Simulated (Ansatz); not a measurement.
Runs of Ansatz 0.2.0 on Ni. The structure is cubic, space group Fm-3m (No. 225). The conventional cell has a = 3.475 Å, b = 3.475 Å, c = 3.475 Å, α = 90.00°, β = 90.00°, γ = 90.00°. Ni (site symmetry m-3m) has 12 Ni at 2.46 Å as nearest neighbours. 

```csv
task,level,cell,points for each segment of the path,gap on the mesh (eV),pressure (GPa),moment (μB),relaxed volume (Å³/atom)
band structure,RPBE,as given,14,none,(a),0.63,-
relaxation of cell and atoms,LDA,relaxed,-,-,0.0,0.62,10.04
band structure,PBEsol,as given,14,none,(b),0.63,-
relaxation of cell and atoms,PBEsol,relaxed,-,none,0.0,0.63,10.38
band structure,LDA,as given,14,none,-10.2,0.62,-
```

Alike in all rows: potentials or basis Ansatz PAW; spin collinear, ferromagnetic start; k mesh 13 × 13 × 13; cutoff (eV) 420; smearing fermi-dirac 0.05 eV.

Problem. Estimate the missing entries.

Solution. (a) 13.9; (b) -2.4.

Caveats: the PAW data sets come from PBE, with cores solved anew for the run's functional, which leaves a small shift of forces and pressure; the plane-wave basis is chosen anew once the cell has moved, so the energies of steps on either side of that aren't comparable (some runs).

A gap of «none» marks a metal or a gap under the smearing width.

Runs at the PBE level aren't shown here.
